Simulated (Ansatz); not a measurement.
PBE against PBEsol: ZnTe, 4 layers

The reference is ZnTe in the zinc blende structure (space group F-43m, No. 216; a = 6.179 Å). Axes: x, y, z lie along the cube axes.

(Cell as relaxed with PBE.)

Levels (all Ansatz, a first-principles code, PAW): PBE (420 eV, no SOC); PBEsol (420 eV, scalar-relativistic without spin-orbit coupling).

Each level relaxes its own structure.

```csv
base,PBE,PBEsol
volume per atom,29.49 Å³,27.90 Å³
lattice parameter a,6.179 Å,6.066 Å
band gap,1.08 eV,1.24 eV
```

Modification: a free-standing slab of 4 layers (8 atoms, 2 a layer) is cut normal to [110], with 15 Å of vacuum and the in-plane cell held at bulk.

| quantity | PBE | PBEsol |
|---|---|---|
| band gap | 1.75 eV | ___ |
| shortest interatomic distance | 2.616 Å | ___ |
| shift of the gap caused by the change | +0.68 eV | ___ |

Given the PBE results, estimate those of PBEsol.


- band gap, PBEsol: 1.85 eV
- shortest interatomic distance, PBEsol: 2.575 Å
- shift of the gap caused by the change, PBEsol: +0.62 eV

PBE's band gap lies 0.10 eV below PBEsol's; PBE's shortest interatomic distance lies 0.041 Å above PBEsol's (1.6 %); PBE's shift of the gap caused by the change lies 0.06 eV above PBEsol's. Neither level is exact; PBEsol is the comparison here, not a measurement.

With Te present, leaving out spin-orbit coupling can change the band edges. Stability against distortions was not tested.
